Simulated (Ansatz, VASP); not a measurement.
## One calculation of Be, two programs

```
Be
1.0
     2.26478    0.00000    0.00000
    -1.13239    1.96136    0.00000
     0.00000    0.00000    3.57410
Be
2
Cartesian
  0.0000 1.3076 2.6806
  1.1324 0.6538 0.8935
```

Alike in both runs: task single point; functional PBE; k mesh 12 × 12 × 6; occupations gaussian, width 0.1 eV; no spin polarisation.

```csv
,VASP,Ansatz
version,VASP 6.6.1,Ansatz 0.2.0
potentials or method,"VASP PAW PBE potentials, release 64 (Be)","scalar-relativistic, plane waves, PAW"
plane-wave cutoff (eV),520,420
valence electrons in the cell,4,4
```

VASP gave:

* gap on the k mesh at the Fermi level (eV): none
* pressure (GPa): -0.4
* largest component of the traceless stress (GPa): 0.63

Q: Which values does Ansatz return?

A: gap on the k mesh at the Fermi level (eV): none; pressure (GPa): -0.6; largest component of the traceless stress (GPa): 0.65.

A gap of «none» marks a metal or a gap that the smearing closes. The functional is the same, so the differences come from potentials, cutoffs and numerics.
